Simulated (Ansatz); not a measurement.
A 4-atom cell of AgBr (Fm-3m) from a materials database, relaxed with r2SCAN, was run in the PAW code Ansatz under altered settings. All numbers are computed, without spin polarisation but where a row says otherwise.

```yaml
crystal:
  lattice:
    - [4.09212, 0.00000, 0.04146]
    - [0.00000, 4.09190, 0.00000]
    - [-0.05767, 0.00000, 5.78353]
  atoms:
    - { symbol: Ag, position: [0.74997, 0.75000, 0.74998] }
    - { symbol: Ag, position: [0.25003, 0.25000, 0.25002] }
    - { symbol: Br, position: [0.24998, 0.25000, 0.75000] }
    - { symbol: Br, position: [0.75002, 0.75000, 0.25000] }
```

The base run's other keys:
```yaml
kpoints:
  mp_grid: { grid: [4, 4, 4] }
hamiltonian:
  xc: pbesol
scf:
  occupations: { method: fixed }
  n_extra_bands: 5
```

It takes 6 iterations with 1891 plane waves at 420 eV and 30 k points, and leaves a mean stress of -2.52 GPa. The gap over this mesh is 0.507 eV. It ran on 4 threads of Arm Neoverse N1, on a shared host.

Outcomes, with energy and stress as changes against the base:
```tsv
setting	outcome	ΔF (meV/atom)	Δ mean stress (GPa)	gap on the mesh (eV)	iterations	wall time
basis.ecutwfc: 750	converged	-1.4	0.00	0.507	6	4.9 s
hamiltonian.xc: lda	converged	–	-2.47	0.378	7	2.4 s
scf.occupations: methfessel_paxton 0.2	converged	+1.1	-0.01	0.507	6	2.5 s
scf.occupations: cold 0.05	converged	0.0	0.00	0.507	7	2.5 s
scf.occupations: gaussian 0.2	converged	-0.1	0.00	0.507	7	2.4 s
kpoints.mp_grid.shift: [0.5, 0.5, 0.5]	converged	-8.4	-0.19	2.037	6	1.5 s
hamiltonian.xc: mr2scan (cutoff then 500 eV)	converged	–	+2.56	1.290	6	5.6 s
scf.mixing.preconditioner: resta	converged	0.0	0.00	0.507	6	2.4 s
scf.n_extra_bands: 0	converged	0.0	0.00	0.507	6	2.5 s
basis.ecutrho_ratio: 12	converged	0.0	0.00	0.507	6	2.8 s
basis.ecutwfc: 300	converged, warned	+65	-0.02	0.530	7	1.6 s
scf.mixing.beta: 5.0	refused	–	–	–	–	0.03 s
```
A dash marks a value that wasn't obtained or can't be compared. Stress is positive in compression. The base took 3 s.

- hamiltonian.xc: lda. The mean stress moves by -2.47 GPa and the gap on the mesh by -0.129 eV (to 0.378). It's another functional on the same cell, so totals aren't comparable.
- kpoints.mp_grid.shift: [0.5, 0.5, 0.5]. The free energy moves by -8.4 meV an atom, the mean stress by -0.19 GPa and the gap on the mesh by +1.530 eV (to 2.037). The gap changes mostly because other points are sampled; a mesh that misses a band edge overestimates it.
- hamiltonian.xc: mr2scan. The cutoff follows the functional, from 420 to 500 eV. The mean stress moves by +2.56 GPa and the gap on the mesh by +0.783 eV (to 1.290). It's another functional on the same cell, so totals aren't comparable.
- basis.ecutwfc: 300. 1125 plane waves in place of 1891. The free energy moves by +65 meV an atom, the mean stress by -0.02 GPa and the gap on the mesh by +0.023 eV (to 0.530). The basis is too small: these are errors of the cutoff. Warned: cutoff below recommended.
- scf.mixing.beta: 5.0. The input is refused before any iteration. Error: invalid value for `scf.mixing.beta`: must be finite and in (0, 1]; got 5

Within 1 meV an atom, 0.1 GPa and 0.005 eV of the base stay: scf.occupations: cold 0.05; scf.occupations: gaussian 0.2; scf.mixing.preconditioner: resta; scf.n_extra_bands: 0; basis.ecutrho_ratio: 12.

The runs are scalar-relativistic, without spin-orbit coupling.
